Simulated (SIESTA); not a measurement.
MnF2:

```
CELL_PARAMETERS angstrom
4.87380 0.00000 0.00000
0.00000 4.87380 0.00000
0.00000 0.00000 3.31070
ATOMIC_POSITIONS crystal
Mn 0.50000 0.50000 0.50000
Mn 0.00000 0.00000 0.00000
F 0.80530 0.19470 0.50000
F 0.69470 0.69470 0.00000
F 0.19470 0.80530 0.50000
F 0.30530 0.30530 0.00000
```

Base run:

* Program: SIESTA 5.4.2
* Functional: PBEsol
* Potentials or basis: PseudoDojo 0.4 standard (PBEsol files)
* Basis: DZP (energy shift 0.003 Ry; two zetas on semicore shells)
* Grid cutoff: 800 Ry
* Energy shift: 0.003 Ry
* k mesh: 6 × 6 × 8
* Occupations: fermi-dirac, width 0.05 eV
* Spin: collinear spin, antiferromagnetic start
* Starting moments: [4.0, -4.0, 0.0, 0.0, 0.0, 0.0] μB

Its results: band gap on the k mesh 2.27 eV, indirect (least direct gap 2.33 eV); pressure -1.8 GPa; net moment 0.00 μB per cell; site moments Mn +4.81, -4.81; F -0.02, +0.02 μB; largest force 0.035 eV/Å.

The run is repeated on the same cell with these changes: spin from collinear spin, antiferromagnetic start to collinear spin, ferromagnetic start; moments at the start from [4.0, -4.0, 0.0, 0.0, 0.0, 0.0] to [4.0, 4.0, 0.0, 0.0, 0.0, 0.0]. What comes out?

Band gap on the k mesh 1.28 eV, direct; pressure -0.7 GPa; net moment 10.00 μB per cell; site moments Mn +4.86; F +0.07 μB; largest force 0.032 eV/Å.

Caveats: short orbitals over semicore shells can move pressures by several GPa; the basis of atomic orbitals isn't converged, which shifts pressures, moduli and gaps.
